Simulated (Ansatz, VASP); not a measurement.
One calculation of SrO, two programs

```
Sr O
1.0
     0.00000    2.56980    2.56980
     2.56980    0.00000    2.56980
     2.56980    2.56980    0.00000
Sr O
1 1
Cartesian
  0.0000 0.0000 0.0000
  2.5698 2.5698 2.5698
```

Alike in both runs: task single point; functional r2SCAN; k mesh 8 × 8 × 8; occupations gaussian, width 0.05 eV; no spin polarisation.

|  | VASP | Ansatz |
| --- | --- | --- |
| version | VASP 6.6.1 | Ansatz 0.2.0 |
| potentials or method | VASP PAW PBE potentials, release 64 (Sr_sv, O) | scalar-relativistic, plane waves, PAW |
| plane-wave cutoff (eV) | 520 | 500 |
| valence electrons in the cell | 16 | 16 |

|  | VASP | Ansatz | Ansatz less VASP |
| --- | --- | --- | --- |
| gap on the k mesh at the Fermi level (eV) | 3.74 | 3.79 | +0.053 |
| least direct gap on the mesh (eV) | 3.83 | 3.87 | +0.041 |
| pressure (GPa) | 1.7 | 1.1 | -0.55 |

The functional is the same, so the differences come from potentials, cutoffs and numerics.

Caveats: the PAW data sets were made with another functional, which shifts forces and pressure a little (VASP). A k mesh can miss the band edges. r2SCAN opens gaps a little over a GGA but as a rule still falls short of measured ones.
